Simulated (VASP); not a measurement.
I, 4 atoms in the cell. Symmetry: Cmce, No. 64, orthorhombic system. Conventional cell: a = 7.270 Å, b = 4.790 Å, c = 9.793 Å, α = 90.00°, β = 90.00°, γ = 90.00°. I (site symmetry m) is surrounded by 1 I at 2.68 Å. 

```yaml
Program: VASP 6.6.1
Task: relaxation of cell and atoms
Functional: PBE
Potentials_or_basis: VASP PAW PBE potentials, release 64 (I)
Cutoff: 600 eV
k_mesh: 6 × 6 × 4
Occupations: gaussian, width 0.02 eV
Spin: no spin polarisation
Ladder: gaps
Further_INCAR_settings: ALGO = Fast; EDIFF = 1e-07; IBRION = 2; EDIFFG = -0.01; NSW = 40; ISIF = 3
```

Potentials or basis: VASP PAW PBE potentials, release 64 (I).

Launch:

```bash
$ cat potpaw_PBE.64/I/POTCAR > POTCAR
$ mpirun -np 2 vasp_std > vasp.out
```

Hardware: 2 MPI ranks on Intel(R) Xeon(R) 6975P-C (Granite Rapids), on a shared host.

**Question.** How long does it take, and how much memory?

**Answer.** It took 9.7 min on 2 MPI ranks on Intel(R) Xeon(R) 6975P-C (Granite Rapids), on a shared host, peak memory 0.39 GiB a rank. Counts: scf iterations 243, k points 39, ion steps 18.
